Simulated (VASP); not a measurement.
# PbS (Galena) (Fm-3m) in VASP: further runs

The runs below take PbS (Galena) through relaxation of the atoms, with PBEsol.

Everything below comes from runs of VASP 6.6.1. Logs are shortened: lines on timing, memory, paths and dates and some standing lists are left out, and cuts for length are marked.

### Step 1. The crystal as given

It takes space group Fm-3m (No. 225, cubic). Conventional cell: a = 5.903 Å, b = 5.903 Å, c = 5.903 Å, α = 90.00°, β = 90.00°, γ = 90.00°. Pb (site symmetry m-3m) has 6 S at 2.95 Å as nearest neighbours. Around S (site symmetry m-3m) lie 6 Pb at 2.95 Å.

### Step 2. Relaxation of the atoms, PBEsol (a relaxed cell with its volume scaled by 0.94)

Input file INCAR:

```
PREC = Accurate ; ENCUT = 600
EDIFF = 1E-7 ; ISMEAR = 0
SIGMA = 0.03 ; LREAL = F
LASPH = T ; NELM = 80
ALGO = Normal ; ISIF = 2
LWAVE = F ; LCHARG = F
GGA = PS ; IBRION = 2
NSW = 40 ; EDIFFG = -0.01
```

Input file KPOINTS:

```
Automatic mesh
0
Gamma
  8 8 8
```

Input file POSCAR:

```
PbS                                     
1.0
    0.0000000000      2.8914921833      2.8914921833
    2.8914921833      0.0000000000      2.8914921833
    2.8914921833      2.8914921833      0.0000000000
  Pb              S             
     1     1
Direct
     0.0000000000000000    0.0000000000000000    0.0000000000000000
     0.5000000000000000    0.5000000000000000    0.5000000000000000
```

Potentials or basis: VASP PAW PBE potentials, release 64 (Pb_d, S).

Run with:

```
cat potpaw_PBE.64/Pb_d/POTCAR potpaw_PBE.64/S/POTCAR > POTCAR
mpirun -np 1 vasp_std > vasp.out
```

OUTCAR:

```text
PREC = Accurate
   ENCUT = 600
   EDIFF = 1E-7
   ISMEAR = 0
   LREAL = F
   LASPH = T
   NELM = 80
   ISIF = 2
   GGA = PS
   IBRION = 2
   NSW = 40
   EDIFFG = -0.01

 ion  position               nearest neighbor table
   1  0.000  0.000  0.000-   2 2.89   2 2.89   2 2.89   2 2.89   2 2.89   2 2.89
   2  0.500  0.500  0.500-   1 2.89   1 2.89   1 2.89   1 2.89   1 2.89   1 2.89

  LATTYP: Found a face centered cubic cell.
 ALAT       =     5.7829843666

  Lattice vectors:

 A1 = (   0.0000000000,   2.8914921833,   2.8914921833)
 A2 = (   2.8914921833,   0.0000000000,   2.8914921833)
 A3 = (   2.8914921833,   2.8914921833,   0.0000000000)

Analysis of symmetry for initial positions (statically):
=====================================================================
 Subroutine PRICEL returns:
 Original cell was already a primitive cell.

 Routine SETGRP: Setting up the symmetry group for a
 face centered cubic supercell.

 Subroutine GETGRP returns: Found 48 space group operations
 (whereof 48 operations were pure point group operations)
 out of a pool of 48 trial point group operations.

The static configuration has the point symmetry O_h .

Analysis of symmetry for dynamics (positions and initial velocities):
=====================================================================
 Subroutine PRICEL returns:
 Original cell was already a primitive cell.

 Routine SETGRP: Setting up the symmetry group for a
 face centered cubic supercell.

 Subroutine GETGRP returns: Found 48 space group operations
 (whereof 48 operations were pure point group operations)
 out of a pool of 48 trial point group operations.

The dynamic configuration has the point symmetry O_h .

 Subroutine INISYM returns: Found 48 space group operations
 (whereof 48 operations are pure point group operations),
 and found     1 'primitive' translations

----------------------------------------------------------------------------------------

                                     Primitive cell

  volume of cell :      48.3500

  direct lattice vectors                    reciprocal lattice vectors
     0.000000000  2.891492183  2.891492183    -0.172921097  0.172921097  0.172921097
     2.891492183  0.000000000  2.891492183     0.172921097 -0.172921097  0.172921097
     2.891492183  2.891492183  0.000000000     0.172921097  0.172921097 -0.172921097

  length of vectors
     4.089187461  4.089187461  4.089187461     0.299508126  0.299508126  0.299508126

  position of ions in fractional coordinates (direct lattice)
     0.000000000  0.000000000  0.000000000
     0.500000000  0.500000000  0.500000000

  ion indices of the primitive-cell ions
   primitive index   ion index
                 1           1
                 2           2

----------------------------------------------------------------------------------------

 KPOINTS: Automatic mesh

Automatic generation of k-mesh.
 Grid dimensions read from file:
 generate k-points for:    8    8    8

 Generating k-lattice:

  Cartesian coordinates                     Fractional coordinates (reciprocal lattice)
    -0.021615137  0.021615137  0.021615137     0.125000000  0.000000000  0.000000000
     0.021615137 -0.021615137  0.021615137     0.000000000  0.125000000  0.000000000
     0.021615137  0.021615137 -0.021615137     0.000000000  0.000000000  0.125000000

  Length of vectors
     0.037438516  0.037438516  0.037438516

  Shift w.r.t. Gamma in fractional coordinates (k-lattice)
     0.000000000  0.000000000  0.000000000

 Subroutine IBZKPT returns following result:
 ===========================================

 Found     29 irreducible k-points:

 Following reciprocal coordinates:
            Coordinates               Weight
  0.000000  0.000000  0.000000      1.000000
  0.125000  0.000000  0.000000      8.000000
  0.250000  0.000000  0.000000      8.000000
  0.375000  0.000000  0.000000      8.000000
  0.500000  0.000000  0.000000      4.000000
  0.125000  0.125000  0.000000      6.000000
[... 16 lines left out ...]
  0.500000  0.250000  0.125000     48.000000
 -0.375000  0.250000  0.125000     24.000000
 [... further k-points ...]
   k-points           NKPTS =     29   k-points in BZ     NKDIM =     29   number of bands    NBANDS=     14
   number of dos      NEDOS =    301   number of ions     NIONS =      2
   total plane-waves  NPLWV =  46656
   dimension x,y,z NGX =    36 NGY =   36 NGZ =   36
   dimension x,y,z NGXF=    72 NGYF=   72 NGZF=   72
   ions per type =               1   1
   NGX,Y,Z   is equivalent  to a cutoff of  14.64, 14.64, 14.64 a.u.
   NGXF,Y,Z  is equivalent  to a cutoff of  29.27, 29.27, 29.27 a.u.
 SYSTEM =  unknown system
   PREC   = accura    normal or accurate (medium, high low for compatibility)
   ISTART =      0    job   : 0-new  1-cont  2-samecut
   ICHARG =      2    charge: 1-file 2-atom 10-const
   ISPIN  =      1    spin polarized calculation?
   LNONCOLLINEAR =      F non collinear calculations
[... 75 lines left out ...]
     12      12.1112      0.00000
     13      12.1112      0.00000
     14      13.1690      0.00000

 k-point     2 :       0.1250    0.0000    0.0000
  band No.  band energies     occupation
      1     -10.1664      2.00000
      2     -10.1664      2.00000
      3     -10.1663      2.00000
      4     -10.1544      2.00000
      5     -10.1544      2.00000
      6      -7.4550      2.00000
      7       0.2114      2.00000
      8       4.2075      2.00000
      9       4.2075      2.00000
     10       4.6244      2.00000
     11      10.6853      0.00000
     12      11.1756      0.00000
     13      11.1756      0.00000
     14      13.1669      0.00000

 k-point     3 :       0.2500    0.0000    0.0000
  band No.  band energies     occupation
      1     -10.1809      2.00000
      2     -10.1809      2.00000
      3     -10.1656      2.00000
      4     -10.1335      2.00000
      5     -10.1335      2.00000
      6      -7.0288      2.00000
      7      -0.9855      2.00000
      8       4.3476      2.00000
      9       4.3476      2.00000
     10       5.4340      2.00000
     11       8.9589      0.00000
     12       9.8236      0.00000
     13       9.8236      0.00000
     14      13.3545      0.00000

 k-point     4 :       0.3750    0.0000    0.0000
  band No.  band energies     occupation
      1     -10.1962      2.00000
      2     -10.1962      2.00000
      3     -10.1659      2.00000
      4     -10.1115      2.00000
      5     -10.1115      2.00000
      6      -6.4592      2.00000
      7      -2.1312      2.00000
      8       4.5295      2.00000
      9       4.5295      2.00000
     10       6.1353      2.00000
     11       7.6754      0.00000
     12       8.8165      0.00000
     13       8.8165      0.00000
     14      14.2925      0.00000

 k-point     5 :       0.5000    0.0000    0.0000
  band No.  band energies     occupation
      1     -10.2026      2.00000
      2     -10.2026      2.00000
      3     -10.1662      2.00000
      4     -10.1023      2.00000
      5     -10.1023      2.00000
      6      -6.1387      2.00000
      7      -2.6589      2.00000
      8       4.6232      2.00000
      9       4.6232      2.00000
     10       6.7718      1.81823
     11       6.8285      0.18177
[... 276 lines left out ...]
 k-point    22 :       0.3750    0.2500    0.1250
  band No.  band energies     occupation
      1     -10.2311      2.00000
      2     -10.1730      2.00000
      3     -10.1633      2.00000
      4     -10.1272      2.00000
      5     -10.1186      2.00000
      6      -6.6392      2.00000
      7      -1.2023      2.00000
      8       3.1050      2.00000
      9       4.1040      2.00000
     10       5.2658      2.00000
     11       8.6017      0.00000
     12      10.0853      0.00000
     13      10.7115      0.00000
     14      12.9232      0.00000

 k-point    23 :       0.5000    0.2500    0.1250
  band No.  band energies     occupation
      1     -10.2545      2.00000
      2     -10.1742      2.00000
      3     -10.1607      2.00000
      4     -10.1224      2.00000
      5     -10.1064      2.00000
      6      -6.1132      2.00000
      7      -1.8873      2.00000
      8       2.7500      2.00000
      9       3.6434      2.00000
     10       5.3946      2.00000
     11       8.3773      0.00000
     12       9.9112      0.00000
     13      10.7281      0.00000
     14      13.6724      0.00000

 k-point    24 :      -0.3750    0.2500    0.1250
  band No.  band energies     occupation
      1     -10.2630      2.00000
      2     -10.1796      2.00000
      3     -10.1491      2.00000
      4     -10.1289      2.00000
      5     -10.0993      2.00000
      6      -5.8361      2.00000
      7      -2.2382      2.00000
      8       2.7537      2.00000
      9       3.2485      2.00000
     10       5.6006      2.00000
     11       8.0572      0.00000
     12      10.0659      0.00000
     13      10.7876      0.00000
     14      14.6178      0.00000

 [... further k-points ...]

------------------------ aborting loop because EDIFF is reached ----------------------------------------

  FORCE on cell =-STRESS in cart. coord.  units (eV):
  Direction    XX          YY          ZZ          XY          YZ          ZX
  --------------------------------------------------------------------------------------
  -------------------------------------------------------------------------------------
  Total        1.2161620      1.2161620      1.2161620      0.0000000      0.0000000     -0.0000000
  in kB       40.3000842     40.3000842     40.3000842      0.0000000      0.0000000     -0.0000000
  external PRESSURE =      40.3000842 kB  Pullay stress =       0.0000000 kB

 VOLUME and BASIS-vectors are now :
 -----------------------------------------------------------------------------
  energy-cutoff  :      600.00
  volume of cell :       48.35
      direct lattice vectors                 reciprocal lattice vectors
     0.000000000  2.891492183  2.891492183    -0.172921097  0.172921097  0.172921097
     2.891492183  0.000000000  2.891492183     0.172921097 -0.172921097  0.172921097
     2.891492183  2.891492183  0.000000000     0.172921097  0.172921097 -0.172921097

 POSITION                                       TOTAL-FORCE (eV/Angst)
 -----------------------------------------------------------------------------------
      0.00000      0.00000      0.00000         0.000000      0.000000     -0.000000
      2.89149      2.89149      2.89149         0.000000     -0.000000      0.000000
 -----------------------------------------------------------------------------------
    total drift:                                0.000000      0.000000      0.000000

  FREE ENERGIE OF THE ION-ELECTRON SYSTEM (eV)
  ---------------------------------------------------
  free  energy   TOTEN  =        -9.4198262503 eV

  energy  without entropy=       -9.4197178152  energy(sigma->0) =       -9.41977203

 reached required accuracy - stopping structural energy minimisation
```

Run time: 17 s. Hardware: 1 thread of Intel Xeon 6975P-C (Granite Rapids), shared host; peak memory 0.2 GiB.

What came out:

```yaml
Free_energy: -9.4198 eV
Pressure_after_relaxing: 4.0 GPa
Band_gap_on_the_k_mesh: 0.06 eV, direct
```

Final structure:
```
Pb S
1.0
     0.00000    2.89149    2.89149
     2.89149    0.00000    2.89149
     2.89149    2.89149    0.00000
Pb S
1 1
Direct
  0.00000 0.00000 0.00000
  0.50000 0.50000 0.50000
```

Levels at points of the mesh, in eV from the valence-band top:
```csv
k point,band 8,band 9,band 10,band 11,band 12,band 13
"(0.00, 0.00, 0.00)",-2.61,-2.61,-2.61,5.34,5.34,5.34
"(0.50, 0.00, 0.00)",-2.15,-2.15,0.00,0.06,1.66,1.66
"(0.50, 0.50, 0.00)",-5.99,-4.03,-4.03,3.33,5.73,5.89
```

Caveat: the relaxation stopped at its first step, so nothing moved; the PAW data sets were made with another functional, which shifts forces and pressure a little; spin-orbit coupling is left out, which as a rule narrows the gap of such compounds by several tenths of an eV. A k mesh can miss the band edges.

### Step 3. Relaxation of the atoms, PBEsol (a relaxed cell with its volume scaled by 0.96)

INCAR is that of step 2.

KPOINTS is that of step 2.

Input file POSCAR:

```
PbS                                     
1.0
    0.0000000000      2.9118554752      2.9118554752
    2.9118554752      0.0000000000      2.9118554752
    2.9118554752      2.9118554752      0.0000000000
  Pb              S             
     1     1
Direct
     0.0000000000000000    0.0000000000000000    0.0000000000000000
     0.5000000000000000    0.5000000000000000    0.5000000000000000
```

Potentials or basis: VASP PAW PBE potentials, release 64 (Pb_d, S).

Run with:

```
cat potpaw_PBE.64/Pb_d/POTCAR potpaw_PBE.64/S/POTCAR > POTCAR
mpirun -np 1 vasp_std > vasp.out
```

Wall time 17 s (1 thread of Intel Xeon 6975P-C (Granite Rapids), shared host); peak memory 0.2 GiB.

Results (log left out):

```
Free energy             : -9.4412 eV
Pressure after relaxing : 2.6 GPa
Band gap on the k mesh  : 0.03 eV, direct
```

Final structure:
```
CELL_PARAMETERS angstrom
0.00000 2.91186 2.91186
2.91186 0.00000 2.91186
2.91186 2.91186 0.00000
ATOMIC_POSITIONS crystal
Pb 0.00000 0.00000 0.00000
S 0.50000 0.50000 0.50000
```

Levels at points of the mesh, in eV from the valence-band top:
```tsv
k point	band 8	band 9	band 10	band 11	band 12	band 13
(0.00, 0.00, 0.00)	-2.52	-2.52	-2.52	5.25	5.25	5.25
(0.50, 0.00, 0.00)	-2.08	-2.08	0.00	0.03	1.69	1.69
(0.50, 0.50, 0.00)	-5.82	-3.91	-3.91	3.40	5.64	5.78
```

Caveat: the relaxation stopped at its first step, so nothing moved; the PAW data sets were made with another functional, which shifts forces and pressure a little; spin-orbit coupling is left out, which as a rule narrows the gap of such compounds by several tenths of an eV.

### Step 4. Relaxation of the atoms, PBEsol (a relaxed cell with its volume scaled by 0.98)

INCAR is that of step 3.

KPOINTS is that of step 3.

Input file POSCAR:

```
PbS                                     
1.0
    0.0000000000      2.9319378717      2.9319378717
    2.9319378717      0.0000000000      2.9319378717
    2.9319378717      2.9319378717      0.0000000000
  Pb              S             
     1     1
Direct
     0.0000000000000000    0.0000000000000000    0.0000000000000000
     0.5000000000000000    0.5000000000000000    0.5000000000000000
```

Run with:

```
cat potpaw_PBE.64/Pb_d/POTCAR potpaw_PBE.64/S/POTCAR > POTCAR
mpirun -np 1 vasp_std > vasp.out
```

It took 18 s on 1 thread of Intel Xeon 6975P-C (Granite Rapids), shared host; peak memory 0.21 GiB.

The run converged. Its results:

```yaml
Free_energy: -9.4538 eV
Pressure_after_relaxing: 1.3 GPa
Band_gap_on_the_k_mesh: 0.12 eV, direct
```

Final structure:
```
Pb S
1.0
     0.00000    2.93194    2.93194
     2.93194    0.00000    2.93194
     2.93194    2.93194    0.00000
Pb S
1 1
Direct
  0.00000 0.00000 0.00000
  0.50000 0.50000 0.50000
```

Levels at points of the mesh, in eV from the valence-band top:
```
           k point  band 6  band 7  band 8  band 9  band 10  band 11  band 12  band 13  band 14
(0.00, 0.00, 0.00)  -13.97   -6.04   -2.39   -2.39    -2.39     5.22     5.22     5.22     6.51
(0.50, 0.00, 0.00)  -12.61   -9.15   -1.96   -1.96     0.00     0.12     1.77     1.77     8.49
(0.50, 0.50, 0.00)  -12.10   -7.34   -5.60   -3.74    -3.74     3.53     5.60     5.73     5.73
```

Caveat: the relaxation stopped at its first step, so nothing moved; the PAW data sets were made with another functional, which shifts forces and pressure a little; spin-orbit coupling is left out, which as a rule narrows the gap of such compounds by several tenths of an eV.

### Step 5. Relaxation of the atoms, PBEsol

INCAR is that of step 4.

KPOINTS is that of step 4.

Input file POSCAR:

```
PbS                                     
1.0
    0.0000000000      2.9517488637      2.9517488637
    2.9517488637      0.0000000000      2.9517488637
    2.9517488637      2.9517488637      0.0000000000
  Pb              S             
     1     1
Direct
     0.0000000000000000    0.0000000000000000    0.0000000000000000
     0.5000000000000000    0.5000000000000000    0.5000000000000000
```

Run with:

```
cat potpaw_PBE.64/Pb_d/POTCAR potpaw_PBE.64/S/POTCAR > POTCAR
mpirun -np 1 vasp_std > vasp.out
```

Wall time 17 s (1 thread of Intel Xeon 6975P-C (Granite Rapids), shared host); peak memory 0.21 GiB.

The run converged. Its results:

| Quantity | Value |
| --- | --- |
| Free energy | -9.4578 eV |
| Pressure after relaxing | 0.0 GPa |
| Band gap on the k mesh | 0.20 eV, direct |

Final structure:
```
Pb S
1.0
     0.00000    2.95175    2.95175
     2.95175    0.00000    2.95175
     2.95175    2.95175    0.00000
Pb S
1 1
Direct
  0.00000 0.00000 0.00000
  0.50000 0.50000 0.50000
```

Levels at points of the mesh, in eV from the valence-band top:
```tsv
k point	band 7	band 8	band 9	band 10	band 11	band 12	band 13	band 14
(0.00, 0.00, 0.00)	-6.05	-2.26	-2.26	-2.26	5.19	5.19	5.19	6.59
(0.50, 0.00, 0.00)	-9.00	-1.85	-1.85	0.00	0.20	1.85	1.85	8.49
(0.50, 0.50, 0.00)	-7.28	-5.40	-3.58	-3.58	3.64	5.56	5.68	5.68
```

Caveat: the relaxation stopped at its first step, so nothing moved; the PAW data sets were made with another functional, which shifts forces and pressure a little; spin-orbit coupling is left out, which as a rule narrows the gap of such compounds by several tenths of an eV. A k mesh can miss the band edges.

### Step 6. Relaxation of the atoms, PBEsol (a relaxed cell with its volume scaled by 1.02)

INCAR is that of step 5.

KPOINTS is that of step 5.

Input file POSCAR:

```
PbS                                     
1.0
    0.0000000000      2.9712974391      2.9712974391
    2.9712974391      0.0000000000      2.9712974391
    2.9712974391      2.9712974391      0.0000000000
  Pb              S             
     1     1
Direct
     0.0000000000000000    0.0000000000000000    0.0000000000000000
     0.5000000000000000    0.5000000000000000    0.5000000000000000
```

Potentials or basis: VASP PAW PBE potentials, release 64 (Pb_d, S).

Run with:

```
cat potpaw_PBE.64/Pb_d/POTCAR potpaw_PBE.64/S/POTCAR > POTCAR
mpirun -np 1 vasp_std > vasp.out
```

It took 16 s on 1 thread of Intel Xeon 6975P-C (Granite Rapids), shared host; peak memory 0.21 GiB.

The run converged. Its results:

| Property | Result |
| --- | --- |
| Free energy | -9.4542 eV |
| Pressure after relaxing | -1.1 GPa |
| Band gap on the k mesh | 0.28 eV, direct |

Final structure:
```
Pb S
1.0
     0.00000    2.97130    2.97130
     2.97130    0.00000    2.97130
     2.97130    2.97130    0.00000
Pb S
1 1
Cartesian
  0.0000 0.0000 0.0000
  2.9713 2.9713 2.9713
```

Levels at points of the mesh, in eV from the valence-band top:
```
           k point  band 6  band 7  band 8  band 9  band 10  band 11  band 12  band 13  band 14
(0.00, 0.00, 0.00)  -13.55   -6.06   -2.14   -2.14    -2.14     5.15     5.15     5.15     6.66
(0.50, 0.00, 0.00)  -12.29   -8.86   -1.74   -1.74     0.00     0.28     1.91     1.91     8.49
(0.50, 0.50, 0.00)  -11.86   -7.22   -5.20   -3.42    -3.42     3.75     5.51     5.63     5.63
```

Caveat: the relaxation stopped at its first step, so nothing moved; the PAW data sets were made with another functional, which shifts forces and pressure a little; spin-orbit coupling is left out, which as a rule narrows the gap of such compounds by several tenths of an eV. A k mesh can miss the band edges.

### Step 7. Overview

| cell | gap on the mesh (eV) | pressure (GPa) |
| --- | --- | --- |
| atoms relaxed from: a relaxed cell with its volume scaled by 0.94 | 0.06 | 4.0 |
| atoms relaxed from: a relaxed cell with its volume scaled by 0.96 | 0.03 | 2.6 |
| atoms relaxed from: a relaxed cell with its volume scaled by 0.98 | 0.12 | 1.3 |
| atoms relaxed | 0.20 | 0.0 |
| atoms relaxed from: a relaxed cell with its volume scaled by 1.02 | 0.28 | -1.1 |

Alike in all rows: task relaxation of the atoms; level PBEsol; potentials or basis VASP PAW PBE potentials, release 64 (Pb_d, S); no spin polarisation; k mesh 8 × 8 × 8; cutoff (eV) 600; smearing gaussian 0.03 eV.

Caveats: the relaxation stopped at its first step, so nothing moved; the PAW data sets were made with another functional, which shifts forces and pressure a little; spin-orbit coupling is left out, which as a rule narrows the gap of such compounds by several tenths of an eV.

Absolute energies hang on the potentials; compare differences alone.
